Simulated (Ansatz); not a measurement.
# Y (P6_3/mmc) in Ansatz: a series of runs

One crystal, Y, is run at these levels: r2SCAN; tasks: relaxation of cell and atoms.

All numbers are computed with Ansatz 0.2.0; they aren't measurements. Logs are shortened: lines on timing, memory, paths and dates and some standing lists are left out, and cuts for length are marked.

### Step 1. The structure

It takes space group P6_3/mmc (No. 194, hexagonal). The conventional cell has a = 3.647 Å, b = 3.647 Å, c = 5.731 Å, α = 90.00°, β = 90.00°, γ = 120.00°. Y (site symmetry -6m2) is surrounded by 12 Y at 3.56 to 3.65 Å.

### Step 2. Relaxation of cell and atoms, r2SCAN

input.yaml

```yaml
crystal:
  lattice:
    - [3.6474, 0.0, 0.0]
    - [-1.8237, 3.1587410578, 0.0]
    - [0.0, 0.0, 5.7306]
  atoms:
    - { symbol: "Y", position: [0.6666666667, 0.3333333333, 0.75] }
    - { symbol: "Y", position: [0.3333333333, 0.6666666667, 0.25] }
hamiltonian:
  xc: r2scan
  pseudopotentials: { kind: paw }
kpoints:
  mp_grid: { grid: [8, 8, 5] }
scf:
  occupations: { method: fermi_dirac, width: 0.05 }
output:
  forces: true
  stress: true
  eigenvalues: true
relax:
  f_tol: 0.01
  max_steps: 40
  cell: { stress_tol: 0.05 }
```

Potentials or basis: Ansatz PAW.

Run with:

```console
> ansatz run input.yaml --threads 2 --pin off --max-ram 5632MiB --backend cpu --events-out ev --progress --plain --runs-dir out
```

The program printed:

```text
Warning: RAYON_NUM_THREADS=2 ignored (pool sized by the plan → 2); use --threads N
Engine: ansatz 0.2.0, aarch64-unknown-linux-gnu
Pseudopotentials: kind: paw
Pseudopotential: Y, paw, valence charge 11, recommended cutoff 500 eV (meta_gga), Y.paw.azcp
Functional definition: r2SCAN
  parameter k0 = 0.174
  parameter k1 = 0.065
  parameter a1 = 4.9479
  exchange = r2scan_x(k0 = k0, k1 = k1, a1 = a1)
  correlation = r2scan_c
Crystal: 2 atoms, lattice volume = 66.023 Å³
Basis set: ecut = 500 eV, 1701 PW (Γ), exchange–correlation on 108×108×180 points (64 copies of the dense FFT grid, shifted against one another)
Bands: 15, of which v1, the nominal top of the filled ones, is band 11 counted from 1 (10 counted from 0)
Symmetry: 24 space group operations
Space group: P63/mmc (ITA 194), of the structure as read, at distance tolerance 4.0e-5 Å
k-points: 30 of 320
Non-local potential: Y, projectors of the file, l = 0: 3, l = 1: 2, l = 2: 2, l = 3: 1
PAW form: soft (Blöchl's): semilocal exchange-correlation on the pseudo side does not see the compensation charge
PAW frozen core: Y, regenerated for the run's functional (the file was generated under x = pbe(κ = 0.804, μ = 0.2195149727645171), c = pbe(β = 0.06672455060314922))
PAW one-centre angular grid: Y, 590 points (default); XC on 160 Gauss nodes
Initial density: superposition of atomic densities (neutral atoms: chi_scale 0, normalization atom), corrected by the library's trained network
Initial wavefunctions: pseudopotential atomic-orbital guess
Functional: x = r2scan, c = r2scan; τ floored in thin density (d = 2e-4 eV/Å³)
SCF iter   1: F=—  HF=-7719.362746 eV  |F-HF|=—  |Δ(HF+E_count)|=         —  Δρ=5.16e-3  dr2=1.64e-2  dr2_τ=3.26e-3  ethr=1.77e-3  ⟨swp⟩=4.4  Hψ=2009  notcnv=0
preconditioner: auto → Kerker (q_TF=auto, 2.272 Å⁻¹)  [metal: Δε(μ)=0.032 eV  Ē_g=2.751 eV  σ=0.050 eV  W_gap=0.15  n_scr=22 (ndim 8)  ℏωp=11.2 eV  f_vac=0.000  D(μ)=4.88/eV (n_scr^D=54)]
SCF iter   2: F=—  HF=-7719.414948 eV  |F-HF|=—  |Δ(HF+E_count)|=   5.22e-2  Δρ=3.46e-3  dr2=7.82e-3  dr2_τ=2.07e-4  ethr=7.48e-5  ⟨swp⟩=2.2  Hψ=1065  notcnv=0
SCF iter   3: F=—  HF=-7719.416411 eV  |F-HF|=—  |Δ(HF+E_count)|=   1.46e-3  Δρ=5.40e-4  dr2=1.71e-4  dr2_τ=5.06e-5  ethr=3.56e-5  ⟨swp⟩=2.1  Hψ=804  notcnv=0
SCF iter   4: F=—  HF=-7719.416608 eV  |F-HF|=—  |Δ(HF+E_count)|=   1.97e-4  Δρ=1.74e-4  dr2=1.32e-5  dr2_τ=1.05e-6  ethr=7.76e-7  ⟨swp⟩=2.0  Hψ=722  notcnv=0
SCF iter   5: F=—  HF=-7719.416606 eV  |F-HF|=—  |Δ(HF+E_count)|=   1.75e-6  Δρ=1.56e-5  dr2=6.11e-8  dr2_τ=4.45e-8  ethr=6.00e-8  ⟨swp⟩=2.2  Hψ=582  notcnv=0
SCF iter   6: F=-7719.416606 eV  HF=-7719.416606 eV  |F-HF|=3.74e-9  |Δ(HF+E_count)|=   3.26e-7  Δρ=3.26e-6  dr2=4.73e-9  dr2_τ=1.02e-9  ethr=2.78e-10  ⟨swp⟩=2.3  Hψ=1670  notcnv=0
SCF 1 converged in 6 iterations: F = -7719.416606 eV  dr2 = 4.73e-9
relax step   1: F+E_penalty+E_count = -7719.41660648 eV  Δ(F+E_penalty+E_count) = +0.000e0 eV  max|allowed force component| = 6.014e-17 eV/Å  Δτ_max = 0.0000 Å  P = +0.695 GPa  Ω = 66.023 Å³  (6 SCF iters, dr2 threshold 1.00e-7 eV, accepted)
Crystal: 2 atoms, lattice volume = 67.197 Å³
Initial density: handed on by an earlier stage of this run
Initial wavefunctions: those handed on with the density
iter 1 solved again at ethr=4.92e-7 eV; its pass at ethr=3.10e-3 eV (dr2=1.08e-4 eV) is discarded
SCF iter   1: F=—  HF=-7719.408696 eV  |F-HF|=—  |Δ(HF+E_count)|=         —  Δρ=4.95e-4  dr2=9.76e-5  dr2_τ=4.66e-3  ethr=4.92e-7  ⟨swp⟩=3.0  Hψ=3414  notcnv=0
preconditioner: auto → Kerker (q_TF=auto, 2.265 Å⁻¹)  [metal: Δε(μ)=0.009 eV  Ē_g=2.707 eV  σ=0.050 eV  W_gap=0.05  n_scr=22 (ndim 8)  ℏωp=11.1 eV  f_vac=0.000  D(μ)=4.96/eV (n_scr^D=54)]
SCF iter   2: F=—  HF=-7719.419724 eV  |F-HF|=—  |Δ(HF+E_count)|=   1.10e-2  Δρ=2.03e-4  dr2=2.54e-5  dr2_τ=8.22e-6  ethr=4.44e-7  ⟨swp⟩=2.5  Hψ=921  notcnv=0
SCF iter   3: F=—  HF=-7719.419736 eV  |F-HF|=—  |Δ(HF+E_count)|=   1.20e-5  Δρ=1.38e-4  dr2=1.27e-5  dr2_τ=3.17e-7  ethr=1.15e-7  ⟨swp⟩=1.0  Hψ=450  notcnv=0
SCF iter   4: F=—  HF=-7719.419745 eV  |F-HF|=—  |Δ(HF+E_count)|=   8.88e-6  Δρ=2.21e-5  dr2=4.42e-7  dr2_τ=3.12e-8  ethr=5.77e-8  ⟨swp⟩=2.3  Hψ=720  notcnv=0
SCF iter   5: F=-7719.419745 eV  HF=-7719.419745 eV  |F-HF|=1.03e-8  |Δ(HF+E_count)|=   1.33e-7  Δρ=7.86e-6  dr2=6.45e-8  dr2_τ=2.40e-9  ethr=9.09e-10  ⟨swp⟩=4.9  Hψ=1895  notcnv=0
SCF 2 converged in 5 iterations: F = -7719.419745 eV  dr2 = 6.45e-8
relax step   2: F+E_penalty+E_count = -7719.41974481 eV  Δ(F+E_penalty+E_count) = -3.138e-3 eV  max|allowed force component| = 1.214e-16 eV/Å  Δτ_max = 0.0000 Å  P = -0.048 GPa  Ω = 67.197 Å³  energy of the carried Pulay correction = -1.566e-4 eV  (5 SCF iters, dr2 threshold 2.00e-7 eV, accepted)
Crystal: 2 atoms, lattice volume = 67.134 Å³
iter 1 solved again at ethr=1.69e-8 eV; its pass at ethr=3.10e-3 eV (dr2=3.72e-6 eV) is discarded
SCF iter   1: F=—  HF=-7719.419703 eV  |F-HF|=—  |Δ(HF+E_count)|=         —  Δρ=9.62e-5  dr2=3.91e-6  dr2_τ=5.86e-5  ethr=1.69e-8  ⟨swp⟩=3.0  Hψ=3270  notcnv=0
preconditioner: auto → Kerker (q_TF=auto, 2.265 Å⁻¹)  [metal: Δε(μ)=0.013 eV  Ē_g=2.708 eV  σ=0.050 eV  W_gap=0.07  n_scr=22 (ndim 8)  ℏωp=11.1 eV  f_vac=0.000  D(μ)=4.98/eV (n_scr^D=54)]
SCF iter   2: F=—  HF=-7719.419830 eV  |F-HF|=—  |Δ(HF+E_count)|=   1.26e-4  Δρ=3.88e-5  dr2=1.09e-6  dr2_τ=1.86e-7  ethr=1.69e-8  ⟨swp⟩=2.0  Hψ=796  notcnv=0
SCF iter   3: F=—  HF=-7719.419830 eV  |F-HF|=—  |Δ(HF+E_count)|=   3.20e-7  Δρ=2.80e-5  dr2=6.38e-7  dr2_τ=1.11e-8  ethr=4.94e-9  ⟨swp⟩=1.0  Hψ=450  notcnv=0
SCF iter   4: F=-7719.419830 eV  HF=-7719.419830 eV  |F-HF|=1.74e-9  |Δ(HF+E_count)|=   3.96e-7  Δρ=4.79e-6  dr2=1.88e-8  dr2_τ=4.78e-10  ethr=2.83e-10  ⟨swp⟩=2.9  Hψ=1885  notcnv=0
SCF 3 converged in 4 iterations: F = -7719.419830 eV  dr2 = 1.88e-8
relax step   3: F+E_penalty+E_count = -7719.41983046 eV  Δ(F+E_penalty+E_count) = -8.565e-5 eV  max|allowed force component| = 2.197e-17 eV/Å  Δτ_max = 0.0000 Å  P = -0.015 GPa  Ω = 67.134 Å³  energy of the carried Pulay correction = -1.497e-4 eV  (4 SCF iters, dr2 threshold 6.22e-8 eV, accepted)
Initial wavefunctions: pseudopotential atomic-orbital guess (no wavefunctions were taken with the density)
iter 1 solved again at ethr=3.77e-8 eV; its pass at ethr=3.10e-3 eV (dr2=8.29e-6 eV) is discarded
SCF iter   1: F=—  HF=-7719.419984 eV  |F-HF|=—  |Δ(HF+E_count)|=         —  Δρ=2.73e-5  dr2=6.52e-8  dr2_τ=4.20e-7  ethr=3.77e-8  ⟨swp⟩=3.1  Hψ=3409  notcnv=0
preconditioner: auto → Kerker (q_TF=auto, 2.265 Å⁻¹)  [metal: Δε(μ)=0.015 eV  Ē_g=2.708 eV  σ=0.050 eV  W_gap=0.07  n_scr=22 (ndim 8)  ℏωp=11.1 eV  f_vac=0.000  D(μ)=4.99/eV (n_scr^D=54)]
SCF iter   2: F=—  HF=-7719.419985 eV  |F-HF|=—  |Δ(HF+E_count)|=   1.30e-6  Δρ=1.46e-5  dr2=2.34e-8  dr2_τ=2.51e-8  ethr=2.96e-10  ⟨swp⟩=2.1  Hψ=722  notcnv=0
SCF iter   3: F=—  HF=-7719.419985 eV  |F-HF|=—  |Δ(HF+E_count)|=   7.98e-8  Δρ=9.60e-7  dr2=9.39e-10  dr2_τ=1.50e-10  ethr=1.06e-10  ⟨swp⟩=3.0  Hψ=794  notcnv=0
SCF iter   4: F=—  HF=-7719.419985 eV  |F-HF|=—  |Δ(HF+E_count)|=   1.09e-9  Δρ=5.26e-7  dr2=2.24e-10  dr2_τ=1.24e-11  ethr=4.27e-12  ⟨swp⟩=2.4  Hψ=723  notcnv=0
SCF iter   5: F=-7719.419985 eV  HF=-7719.419985 eV  |F-HF|=0.00e0  |Δ(HF+E_count)|=  7.73e-11  Δρ=7.40e-8  dr2=2.42e-12  dr2_τ=4.63e-13  ethr=1.00e-12  ⟨swp⟩=3.7  Hψ=2085  notcnv=0
SCF 4 converged in 5 iterations: F = -7719.419985 eV  dr2 = 2.42e-12
relax step   4: F+E_penalty+E_count = -7719.41998492 eV  Δ(F+E_penalty+E_count) = -1.545e-4 eV  max|allowed force component| = 2.544e-17 eV/Å  Δτ_max = 0.0000 Å  P = -0.014 GPa  Ω = 67.134 Å³  stress off target by 4.85e-2 GPa  SCF on the basis re-selected at this cell (its energy is not comparable with the rows above)  (5 SCF iters)
basis re-selected at this cell: Δ(F+E_penalty+E_count) = -1.545e-4 eV, ΔP = +0.001 GPa vs the last step (what re-selecting the basis moved, of the pressure what is left beyond the Pulay correction that the steps carried, after the strain that the cell walked since its last selection, with what the two solves' SCF thresholds leave and, on support functions, any second-order correction that the steps lacked; it is no measure of the basis error at this ecutwfc). This SCF's stress stands 4.85e-2 GPa from its target on what of the cell is left free (relax.cell.stress_tol is 5.00e-2 GPa) and its largest allowed force component is 2.54e-17 eV/Å (relax.f_tol is 1.00e-2 eV/Å): within both
SCF converged after 5 iterations
Free energy (F): -7719.419985 eV
Harris-Foulkes:  -7719.419985 eV  (|F-HF|=0.00e0)
Internal energy: -7719.381237 eV  (E = F + TS)
E sigma→0 (E₀):  -7719.400611 eV
Entropy (-TS):   -0.038748 eV (-19.374 meV/atom)
Fermi energy:    9.119997 eV
--- Per-component energies (eV) ---
  E_band       = -266.157630
  E_kinetic    = 607.162428
  E_local      = -1241.400589  (includes V_loc(G=0)·N_el)
  E_nonlocal   = 99.625429
  E_hartree    = 392.597500
  E_xc         = -334.337635
  E_vxc        = -441.754564  (∫ρ·V_xc dr)
  E_paw        = -5683.260907  (= ΣΔE_a)
  E_vpaw       = -99.162734  (= ΣTr[D̂ρ^β])
  E_aug_tail   = 0.000006  (compensation charges beyond the density's cutoff)
  E_vtau       = 24.177410  (kinetic-family band-sum trace: ∫τ·v_τ [+ j·A + Jᵃ·Aᵃ] dr)
  E_ewald      = -1559.459562
  E_core_change = -0.307907  (= ΣΔE_core)
  E_smearing   = -0.038748  (= −TS)
  E_closure    = -0.000000  (closes the sum)
  Σ components = -7719.419985   (vs F -7719.419985, Δ=0.00e0)
--- Forces (eV/Å), atoms counted from 1 ---
  atom   1  Y      0.00000000    -0.00000000    -0.00000000
  atom   2  Y     -0.00000000     0.00000000     0.00000000
  max |Σ_I F_I| component: 0.00e0 eV/Å
--- Stress (GPa, compression-positive) ---
        0.002757      -0.000000       0.000000
       -0.000000       0.002757      -0.000000
        0.000000      -0.000000      -0.048516
  P = ⅓ Tr σ = -0.0143 GPa (-0.143 kbar)
--- Band table (eV; the first three rows and the last of 30) ---
  k-point 0: bands = ["-35.1230", "-35.0482", "-14.7454", "-14.2712", "-14.2712", "-14.1819", "-14.1819", "-14.1523", "4.2303", "7.2737", "9.8934", "11.0662", "11.0662", "11.4758", "11.7309"]
  k-point 1: bands = ["-35.1160", "-35.0554", "-14.6916", "-14.2627", "-14.2627", "-14.2121", "-14.1905", "-14.1905", "4.4985", "7.0251", "9.7774", "10.9440", "10.9440", "11.1979", "11.5039"]
  k-point 2: bands = ["-35.0973", "-35.0742", "-14.5481", "-14.3651", "-14.2405", "-14.2405", "-14.2129", "-14.2129", "5.2378", "6.2274", "9.9439", "10.5469", "10.9069", "10.9069", "11.1229"]
  k-point 29: bands = ["-35.0504", "-35.0472", "-14.6317", "-14.6139", "-14.4738", "-14.4176", "-14.2675", "-14.2484", "8.1989", "8.3769", "9.0715", "9.1232", "9.5892", "9.6989", "11.8309"]
--- Relaxed structure (3 steps of the walk, 3 accepted, 1 SCFs on fresh bases) ---
  F+E_penalty+E_count = -7719.41998492 eV   max|allowed force component| = 2.544e-17 eV/Å   (the final SCF, on the basis selected at the relaxed cell)
  cell:  # Å, volume = 67.1340 Å³
    - [3.6805339946147475, 0.0, -2.9691398658784293e-34]
    - [-1.8402669973073738, 3.1874359388285898, 4.489713347269747e-19]
    - [-4.664953916571873e-34, 8.145254972540479e-19, 5.7225611987498946]
  atoms:
    - { symbol: Y, position: [0.6666666666666665, 0.33333333333333326, 0.75] }
    - { symbol: Y, position: [0.33333333333333326, 0.6666666666666665, 0.24999999999999997] }
```

It took 7.7 s on 2 threads of Arm Neoverse V2, shared host; peak memory 0.48 GiB.

What came out:

```
Free energy                            : -7719.4200 eV
Relaxed volume                         : 33.57 Å³/atom
Relaxed cell                           : a = 3.681 Å, b = 3.681 Å, c = 5.723 Å, α = 90.00°, β = 90.00°, γ = 120.00°
Space group after relaxing (to 0.05 Å) : P6_3/mmc (No. 194)
Energy gained by relaxing              : 1.7 meV/atom
Ionic steps                            : 4
Pressure after relaxing                : 0.0 GPa
Band gap on the k mesh                 : none (metal or under the smearing width)
```

Step by step:
```
step  energy change (eV)  largest force (eV/Å)  volume (Å³)
   1              0.0000                0.0000        66.02
   2             -0.0031                0.0000        67.20
   3             -0.0032                0.0000        67.13
   4             -0.0034                0.0000        67.13
```

Final structure:
```
CELL_PARAMETERS angstrom
3.68053 0.00000 0.00000
-1.84027 3.18744 0.00000
0.00000 0.00000 5.72256
ATOMIC_POSITIONS crystal
Y 0.66667 0.33333 0.75000
Y 0.33333 0.66667 0.25000
```

Caveat: the plane-wave basis is chosen anew once the cell has moved, so the energies of steps on either side of that aren't comparable; the PAW data sets come from PBE, with cores solved anew for the run's functional, which leaves a small shift of forces and pressure.

(Continued in part 2 of 3.)
